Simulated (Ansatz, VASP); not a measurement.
## One calculation of Si, two programs

```
Si
1.0
     0.00000    2.73511    2.73511
     2.73511    0.00000    2.73511
     2.73511    2.73511    0.00000
Si
2
Direct
  0.00000 0.00000 0.00000
  0.25000 0.25000 0.25000
```

Alike in both runs: functional PBE; k mesh 10 × 10 × 10; occupations gaussian, width 0.01 eV; no spin polarisation.

Ansatz relaxed the structure, and its values are those at the end. VASP's run is a single point on that final structure, the one shown.

|  | VASP | Ansatz |
| --- | --- | --- |
| version | VASP 6.6.1 | Ansatz 0.2.0 |
| potentials or method | VASP PAW PBE potentials, release 64 (Si) | scalar-relativistic, plane waves, PAW |
| plane-wave cutoff (eV) | 520 | 420 |
| valence electrons in the cell | 8 | 8 |

|  | VASP | Ansatz | Ansatz less VASP |
| --- | --- | --- | --- |
| gap on the k mesh at the Fermi level (eV) | 0.62 | 0.62 | -0.002 |
| least direct gap on the mesh (eV) | 2.56 | 2.55 | -0.005 |
| pressure (GPa) | -0.1 | 0.0 | +0.08 |

A k mesh can miss the band edges.
